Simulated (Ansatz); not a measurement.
# TiC: which structure wins at one pressure

Which of rocksalt, CsCl, WC, NiAs has the lowest enthalpy for TiC at one common pressure? Methods of the runs shown: LAPW. Companion runs by PAW are cited.

Computed with Ansatz 0.2.0 (DFT, PBE, all-electron LAPW, scalar-relativistic, unless a step's input says otherwise).

### 1 Starting point

Symmetry: Fm-3m, No. 225, cubic system. Conventional cell: a = 3.992 Å, b = 3.992 Å, c = 3.992 Å, α = 90.00°, β = 90.00°, γ = 90.00°. Around Ti (site symmetry m-3m) lie 6 C at 2.00 Å. C (site symmetry m-3m) is surrounded by 6 Ti at 2.00 Å.

Structure file:

```xyz
2
Lattice="0.0000 1.9961 1.9961 1.9961 0.0000 1.9961 1.9961 1.9961 0.0000" Properties=species:S:1:pos:R:3 pbc="T T T"
Ti    0.0000    0.0000    0.0000
C     1.9961    1.9961    1.9961
```

Atoms are numbered in the order of the input: Ti1, C2.

### 2 Rocksalt relaxed under pressure, LAPW

The input, input.yaml:

```yaml
crystal:
  lattice:
    - [0.0, 1.9960936561, 1.9960936561]
    - [1.9960936561, 0.0, 1.9960936561]
    - [1.9960936561, 1.9960936561, 0.0]
  atoms:
    - { symbol: Ti, position: [0.0, 0.0, 0.0] }
    - { symbol: C, position: [0.5, 0.5, 0.5] }
kpoints:
  mp_grid: { grid: [17, 17, 17] }
scf:
  occupations: { method: fermi_dirac, width: 0.05 }
hamiltonian:
  xc: pbe
  pseudopotentials: { kind: all_electron, lapw: { basis_error: 0.0005 } }
output:
  forces: true
  stress: true
  eigenvalues: true
relax:
  f_tol: 0.005
  max_steps: 12
  cell: { p_target: 100.0, stress_tol: 0.05 }
```

Started as:

```sh
$ ansatz run input.yaml --threads 1 --pin off --max-ram 3584MiB --backend cpu --events-out ev --progress --plain --runs-dir out
```

Log, cut to the lines that bear on the results:

```text
[...]
LAPW: plane waves up to 10.441 Å⁻¹, error target 5.0e-4 eV per atom; small_component_spin mean_spin; C in spheres of 0.843 Å, 6 of its electrons in bands, Dirac shells []; Ti in spheres of 1.093 Å, 20 of its electrons in bands, Dirac shells []
[...]
Pseudopotentials: kind: all_electron
Pseudopotential: Ti, LAPW, valence charge 20, Koelling and Harmon's equation, gaussian nucleus
Pseudopotential: C, LAPW, valence charge 6, Koelling and Harmon's equation, gaussian nucleus
Functional definition: PBE
[...]
Crystal: 2 atoms, lattice volume = 15.906 Å³
Basis set: ecut = 415.3375208747612 eV, 331 PW (Γ), exchange–correlation at level 2
Bands: 17, of which v1, the nominal top of the filled ones, is band 13 counted from 1 (12 counted from 0)
Symmetry: 48 space group operations
Space group: Fm-3m (ITA 225), of the structure as read, at distance tolerance 2.5e-5 Å
k-points: 165 of 4913
[...]
SCF iter   1: F=—  HF=-24272.977211 eV  |F-HF|=—  |Δ(HF+E_count)|=         —  Δρ=1.92e-1  dr2=6.31e0  ethr=2.43e-2  ⟨swp⟩=2.0  Hψ=17380  notcnv=0
[...]
the basis was enlarged: its passes take 357.0 KiB over the memory plan, 1 of 1 planned eigensolver slots
[...]
relax step   1: F+E_penalty+E_count = -24270.73041349 eV  Δ(F+E_penalty+E_count) = +0.000e0 eV  max|allowed force component| = 1.216e-30 eV/Å  Δτ_max = 0.0000 Å  P = +100.086 GPa  Ω = 15.906 Å³  (7 SCF iters, accepted)
[...]
SCF converged after 2 iterations
Free energy (F): -24270.731743 eV
[...]
E sigma→0 (E₀):  -24270.730647 eV
Entropy (-TS):   -0.002194 eV (-1.097 meV/atom)
Fermi energy:    19.919242 eV
[...]
--- Forces (eV/Å), atoms counted from 1 ---
  atom   1  Ti    -0.00000000     0.00000000     0.00000000
  atom   2  C      0.00000000    -0.00000000     0.00000000
[...]
--- Stress (GPa, compression-positive) ---
      100.006653      -0.000000      -0.000000
       -0.000000     100.006653      -0.000000
       -0.000000      -0.000000     100.006653
  P = ⅓ Tr σ = 100.0067 GPa (1000.067 kbar)
--- Band table (eV; the first three rows and the last of 165) ---
  k-point 0: bands = ["-509.5935", "-416.8360", "-416.8360", "-416.8360", "-244.2028", "-35.9609", "-11.7846", "-11.7846", "-11.7846", "6.4731", "20.6285", "20.6285", "20.6285", "21.9084", "21.9084", "21.9084", "22.1673"]
[...]
--- Relaxed structure (2 steps of the walk, 2 accepted, 1 SCFs on fresh bases) ---
  F+E_penalty+E_count = -24270.73174345 eV   max|allowed force component| = 5.916e-31 eV/Å   (the final SCF, on the basis selected at the relaxed cell)
  cell:  # Å, volume = 15.9086 Å³
    - [1.9107645123358464e-35, 1.9961827434035522, 1.9961827434035522]
    - [1.9961827434035522, -7.965017515716376e-36, 1.9961827434035522]
    - [1.9961827434035522, 1.9961827434035522, -3.9811092721313814e-35]
  atoms:
    - { symbol: Ti, position: [1.8648417453902405e-38, -2.2574400075776595e-38, -5.005627842889593e-38] }
    - { symbol: C, position: [0.5, 0.5, 0.5] }
```

It took 40 s on 1 thread of Arm Neoverse V1, shared host; peak memory 0.52 GiB.

Relaxation path:

| step | energy from step 1 (eV/cell) | largest force component (eV/Å) | pressure (GPa) | volume (Å³) |
| --- | --- | --- | --- | --- |
| 1 | 0.0000 | 0.0000 | 100.09 | 15.91 |
| 2 | -0.0013 | 0.0000 | 100.00 | 15.91 |
| 3 | -0.0013 | 0.0000 | 100.01 | 15.91 |

Step 1 is the start. Step 3 repeats the geometry before on a plane-wave basis chosen anew for that cell, so the energy can jump there without any move; the table keeps such jumps.

| input's cell | before | after | change |
| --- | --- | --- | --- |
| a (Å) | 2.823 | 2.823 | +0.0 % |
| b (Å) | 2.823 | 2.823 | +0.0 % |
| c (Å) | 2.823 | 2.823 | +0.0 % |
| volume (Å³/atom) | 7.95 | 7.95 | +0.0 % |

This run gives: pressure 100.01 GPa; no gap.

### 3 CsCl relaxed under pressure, LAPW

input.yaml, as its differences from that of step 2:

```diff
@@ -2,5 +2,5 @@
   lattice:
-    - [0.0, 1.9960936561, 1.9960936561]
-    - [1.9960936561, 0.0, 1.9960936561]
-    - [1.9960936561, 1.9960936561, 0.0]
+    - [2.4779710344, 0.0, 0.0]
+    - [0.0, 2.4779710344, 0.0]
+    - [0.0, 0.0, 2.4779710344]
   atoms:
@@ -9,3 +9,3 @@
 kpoints:
-  mp_grid: { grid: [17, 17, 17] }
+  mp_grid: { grid: [15, 15, 15] }
 scf:
```

Started as:

```sh
$ ansatz run input.yaml --threads 1 --pin off --max-ram 3584MiB --backend cpu --events-out ev --progress --plain --runs-dir out
```

Log, cut to the lines that bear on the results:

```text
[...]
LAPW: plane waves up to 9.819 Å⁻¹, error target 5.0e-4 eV per atom; small_component_spin mean_spin; C in spheres of 0.902 Å, 6 of its electrons in bands, Dirac shells []; Ti in spheres of 1.180 Å, 18 of its electrons in bands, Dirac shells []
[...]
[... 1 set-up line as earlier in the session ...]
Pseudopotential: Ti, LAPW, valence charge 18, Koelling and Harmon's equation, gaussian nucleus
[... 2 set-up lines as earlier in the session ...]
[...]
Crystal: 2 atoms, lattice volume = 15.216 Å³
Basis set: ecut = 367.2940245216018 eV, 251 PW (Γ), exchange–correlation at level 2
Bands: 16, of which v1, the nominal top of the filled ones, is band 12 counted from 1 (11 counted from 0)
[... 1 set-up line as earlier in the session ...]
Space group: Pm-3m (ITA 221), of the structure as read, at distance tolerance 2.5e-5 Å
k-points: 120 of 3375
[...]
      100.016745       0.000000       0.000000
        0.000000     100.016745       0.000000
        0.000000       0.000000     100.016745
  P = ⅓ Tr σ = 100.0167 GPa (1000.167 kbar)
--- Band table (eV; the first three rows and the last of 120) ---
  k-point 0: bands = ["-415.5059", "-415.5059", "-415.5059", "-243.3483", "-34.8962", "-10.3972", "-10.3972", "-10.3972", "6.9370", "18.9769", "18.9769", "23.3760", "23.3760", "23.3760", "25.9147", "25.9147"]
[...]
--- Relaxed structure (2 steps of the walk, 2 accepted, 1 SCFs on fresh bases) ---
  F+E_penalty+E_count = -24268.33326438 eV   max|allowed force component| = 1.685e-31 eV/Å   (the final SCF, on the basis selected at the relaxed cell)
  cell:  # Å, volume = 15.2180 Å³
    - [2.4781021033140935, -4.9370762734536075e-37, 2.0061770254033706e-36]
    - [-4.9370762734536075e-37, 2.4781021033140935, 0.0]
    - [2.0061770254033706e-36, 0.0, 2.4781021033140935]
  atoms:
    - { symbol: Ti, position: [-9.48755521758481e-39, 7.906296014654008e-40, 1.1859444021981013e-39] }
    - { symbol: C, position: [0.5, 0.5, 0.5] }
```

Wall time 31 s (1 thread of Arm Neoverse V1, shared host); peak memory 0.41 GiB.

The steps of the relaxation:

| step | energy from step 1 (eV/cell) | largest force component (eV/Å) | pressure (GPa) | volume (Å³) |
| --- | --- | --- | --- | --- |
| 1 | 0.0000 | 0.0000 | 100.11 | 15.22 |
| 2 | -0.0015 | 0.0000 | 100.02 | 15.22 |
| 3 | -0.0015 | 0.0000 | 100.02 | 15.22 |

Step 1 is the start. Step 3 repeats the geometry before on a plane-wave basis chosen anew for that cell, so the energy can jump there without any move; the table keeps such jumps.

| input's cell | before | after | change |
| --- | --- | --- | --- |
| a (Å) | 2.478 | 2.478 | +0.0 % |
| b (Å) | 2.478 | 2.478 | +0.0 % |
| c (Å) | 2.478 | 2.478 | +0.0 % |
| volume (Å³/atom) | 7.61 | 7.61 | +0.0 % |

Result: pressure 100.02 GPa; no gap.

### 4 WC relaxed under pressure, LAPW

The input, input.yaml:

```yaml
crystal:
  lattice:
    - [2.724815331, 0.0, 0.0]
    - [-1.3624076655, 2.3597592973, 0.0]
    - [0.0, 0.0, 2.546575562]
  atoms:
    - { symbol: Ti, position: [0.0, 0.0, 0.0] }
    - { symbol: C, position: [0.3333333333, 0.6666666667, 0.5] }
kpoints:
  mp_grid: { grid: [17, 17, 15] }
scf:
  occupations: { method: fermi_dirac, width: 0.05 }
hamiltonian:
  xc: pbe
  pseudopotentials: { kind: all_electron, lapw: { basis_error: 0.0005 } }
output:
  forces: true
  stress: true
  eigenvalues: true
relax:
  f_tol: 0.005
  max_steps: 12
  cell: { p_target: 100.0, stress_tol: 0.05 }
```

Started as:

```sh
$ ansatz run input.yaml --threads 1 --pin off --max-ram 3584MiB --backend cpu --events-out ev --progress --plain --runs-dir out
```

Log, cut to the lines that bear on the results:

```text
[...]
LAPW: plane waves up to 10.310 Å⁻¹, error target 5.0e-4 eV per atom; small_component_spin mean_spin; C in spheres of 0.855 Å, 6 of its electrons in bands, Dirac shells []; Ti in spheres of 1.108 Å, 20 of its electrons in bands, Dirac shells []
[...]
[... 4 set-up lines as earlier in the session ...]
[...]
Crystal: 2 atoms, lattice volume = 16.374 Å³
Basis set: ecut = 404.96169618891196 eV, 315 PW (Γ), exchange–correlation at level 2
Bands: 17, of which v1, the nominal top of the filled ones, is band 13 counted from 1 (12 counted from 0)
Symmetry: 12 space group operations
Space group: P-6m2 (ITA 187), of the structure as read, at distance tolerance 2.5e-5 Å
[...]
        0.000000     100.004219      -0.000000
       -0.000000       0.000000     100.011808
  P = ⅓ Tr σ = 100.0067 GPa (1000.067 kbar)
--- Band table (eV; the first three rows and the last of 264) ---
  k-point 0: bands = ["-510.1352", "-417.4277", "-417.4277", "-417.3113", "-244.4271", "-36.6015", "-12.4870", "-12.4870", "-12.1369", "6.0446", "17.3904", "17.3904", "17.5721", "21.6319", "23.7668", "23.7668", "26.7738"]
[...]
--- Relaxed structure (2 steps of the walk, 2 accepted, 1 SCFs on fresh bases) ---
  F+E_penalty+E_count = -24269.18885186 eV   max|allowed force component| = 5.274e-16 eV/Å   (the final SCF, on the basis selected at the relaxed cell)
  cell:  # Å, volume = 16.3769 Å³
    - [2.7249923508502687, 0.0, -4.856572977156354e-21]
    - [-1.3624961754251343, 2.3599126009546105, 2.4282864885780576e-21]
    - [-4.538887431344342e-21, -1.2876129759090631e-34, 2.54665541764027]
  atoms:
    - { symbol: Ti, position: [-3.0814879110195774e-33, -3.700743415524894e-17, 3.9389701514055645e-36] }
    - { symbol: C, position: [0.33333333333333326, 0.6666666666666665, 0.5] }
```

Run time: 1.9 min. Hardware: 1 thread of Arm Neoverse V1, shared host; peak memory 0.59 GiB.

The steps of the relaxation:

| step | energy from step 1 (eV/cell) | largest force component (eV/Å) | pressure (GPa) | volume (Å³) |
| --- | --- | --- | --- | --- |
| 1 | 0.0000 | 0.0000 | 100.09 | 16.37 |
| 2 | -0.0016 | 0.0000 | 100.01 | 16.38 |
| 3 | -0.0016 | 0.0000 | 100.01 | 16.38 |

Step 1 is the start. Step 3 repeats the geometry before on a plane-wave basis chosen anew for that cell, so the energy can jump there without any move; the table keeps such jumps.

| input's cell | before | after | change |
| --- | --- | --- | --- |
| a (Å) | 2.725 | 2.725 | +0.0 % |
| b (Å) | 2.725 | 2.725 | +0.0 % |
| c (Å) | 2.547 | 2.547 | +0.0 % |
| volume (Å³/atom) | 8.19 | 8.19 | +0.0 % |

This run gives: pressure 100.01 GPa; no gap.

### 5 NiAs at the cell that PAW relaxed, LAPW

The input, input.yaml:

```yaml
crystal:
  lattice:
    - [2.7596692806, 0.0, 0.0]
    - [-1.3798346403, 2.389943703, 0.0]
    - [0.0, 0.0, 5.027767727]
  atoms:
    - { symbol: Ti, position: [0.0, 0.0, 0.0] }
    - { symbol: Ti, position: [0.0, 0.0, 0.5] }
    - { symbol: C, position: [0.3333333333, 0.6666666667, 0.25] }
    - { symbol: C, position: [0.6666666667, 0.3333333333, 0.75] }
kpoints:
  mp_grid: { grid: [11, 11, 7] }
scf:
  occupations: { method: fermi_dirac, width: 0.05 }
hamiltonian:
  xc: pbe
  pseudopotentials: { kind: all_electron, lapw: { basis_error: 0.0005 } }
output:
  forces: true
  stress: true
  eigenvalues: true
  populations: true
```

Started as:

```sh
$ ansatz run input.yaml --threads 1 --pin off --max-ram 3584MiB --backend cpu --events-out ev --progress --plain --runs-dir out
```

Log, cut to the lines that bear on the results:

```text
Ti: projections on atomic orbitals take those of the free atom 1s2 2s2 2p6 3s2 3p6 3d2 4s2, of charge +0.00 (hamiltonian.pseudopotentials.projection_atoms)
C: projections on atomic orbitals take those of the free atom 1s2 2s2 2p2, of charge +0.00 (hamiltonian.pseudopotentials.projection_atoms)
LAPW: plane waves up to 10.015 Å⁻¹, error target 5.0e-4 eV per atom; small_component_spin mean_spin; C in spheres of 0.882 Å, 6 of its electrons in bands, Dirac shells []; Ti in spheres of 1.147 Å, 20 of its electrons in bands, Dirac shells []
[...]
[... 4 set-up lines as earlier in the session ...]
[...]
Crystal: 4 atoms, lattice volume = 33.160 Å³
[...]
SCF converged after 10 iterations
Free energy (F): -48539.458653 eV
[...]
E sigma→0 (E₀):  -48539.455153 eV
Entropy (-TS):   -0.006998 eV (-1.750 meV/atom)
Fermi energy:    18.853797 eV
[...]
--- Forces (eV/Å), atoms counted from 1 ---
  atom   1  Ti    -0.00000000     0.00000000    -0.00000000
  atom   2  Ti    -0.00000000     0.00000000     0.00000000
  atom   3  C      0.00000000    -0.00000000     0.00000000
  atom   4  C     -0.00000000     0.00000000     0.00000000
[...]
--- Stress (GPa, compression-positive) ---
      100.055300       0.000000       0.000000
        0.000000     100.055300      -0.000000
        0.000000      -0.000000     100.057030
  P = ⅓ Tr σ = 100.0559 GPa (1000.559 kbar)
--- Band table (eV; the first three rows and the last of 64) ---
[...]
--- Löwdin populations: 4 sites ---
  site symbol       q [e]
     0     Ti     21.2268
     1     Ti     21.2268
     2      C      6.7369
     3      C      6.7369
  spilling = 0.001294 (of n_electrons = 56.000000)
```

It took 38 s on 1 thread of Arm Neoverse V1, shared host; peak memory 0.5 GiB.

Read from it: pressure 100.06 GPa; no gap.

### 6 The series in one table

Rows by PAW come from runs of the same series that aren't printed here.

Enthalpy per atom, H = F + pV at p = 100 GPa, from each method's lowest phase:

```
             method     start  space group, start → end  volume (Å³/atom)  pressure (GPa)  enthalpy (meV/atom)
               LAPW  rocksalt             Fm-3m → Fm-3m             7.954           100.0                  0.0
               LAPW      CsCl             Pm-3m → Pm-3m             7.609           100.0                983.7
               LAPW        WC             P-6m2 → P-6m2             8.188           100.0                917.6
LAPW, at PAW's cell      NiAs                  P6_3/mmc             8.290           100.1                710.8
                PAW  rocksalt             Fm-3m → Fm-3m             7.953           100.0                  0.0
                PAW      CsCl             Pm-3m → Pm-3m             7.608           100.0                983.0
                PAW        WC             P-6m2 → P-6m2             8.187           100.0                916.7
                PAW      NiAs       P6_3/mmc → P6_3/mmc             8.290           100.0                710.8
```

### 7 Results

```
     quantity                                value
     pressure                              100 GPa
lowest (LAPW)  rocksalt, 710.8 meV/atom under NiAs
 lowest (PAW)  rocksalt, 710.8 meV/atom under NiAs
```

What this shows: By LAPW the order is rocksalt < NiAs < WC < CsCl. By PAW the order is rocksalt < NiAs < WC < CsCl. The methods agree on the lowest phase. Only these structures were tried, with electrons smeared by 0.05 eV and without vibrations, so the true ground state may be another. The k meshes differ between phases and weren't tested, which can move differences by some meV.
